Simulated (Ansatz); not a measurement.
**Fe: levels along high-symmetry lines**

```yaml
crystal:
  lattice:
    - [2.43416, 0.00000, 0.00000]
    - [-1.21708, 2.10804, 0.00000]
    - [0.00000, 0.00000, 3.84193]
  atoms:
    - { symbol: Fe, position: [0.33333, 0.66667, 0.25000] }
    - { symbol: Fe, position: [0.66667, 0.33333, 0.75000] }
```

Atoms are numbered in the order listed.

The conventional cell has a = 2.434 Å, b = 2.434 Å, c = 3.842 Å, α = 90.00°, β = 90.00°, γ = 120.00°. Around Fe (atom 1) lie 12 Fe at 2.38 to 2.43 Å.

Structure from Materials Project entry mp-136 (possibly hypothetical), not relaxed further.

Spin polarisation is left out, and whether a magnetic state lies lower isn't shown here.

These are results of DFT, PBE, all-electron LAPW, scalar-relativistic (Ansatz 0.2.0), not measurements.

Numerical set-up: a Γ-centred 17×17×10 k mesh, Fermi–Dirac smearing of 0.08 eV, basis error target 0.25 meV/atom, no spin polarisation.

Points in fractions of the reciprocal vectors of this cell: Γ (0, 0, 0), M (0.5, 0, 0), K (0.333, 0.333, 0), A (0, 0, 0.5), L (0.5, 0, 0.5), H (0.333, 0.333, 0.5). The path joins them by straight lines in the order Γ–M–K–Γ–A–L–H–A–L; legs that retrace an earlier one aren't tabulated. Energies are in eV from the Fermi level.

(1) Is there a gap?

(2) List the levels between -8 and 6 eV at the symmetry points.

Results:

(1) none: bands cross the Fermi level, a metal.

(2) 
Γ: -5.20, -1.75 (×2), -1.60, -1.25 (×2), -0.90 (×2), 0.47, 0.76 (×2)
M: -4.80, -4.68, -4.40, -2.20, -2.08, -1.61, -1.12, 0.87, 1.11, 1.16, 2.78, 4.98
K: -4.27, -3.73 (×2), -3.45, -2.14 (×2), -0.78, 0.65 (×2), 0.90, 5.76
A: -6.72 (×2), -2.19 (×2), -1.88 (×4), 0.35 (×4)
L: -5.05 (×2), -3.33 (×2), -0.69 (×2), 0.08 (×2), 1.02 (×2), 2.51 (×2)
H: -3.52 (×2), -3.50 (×2), -2.36 (×2), -0.74 (×2), 0.79 (×2)
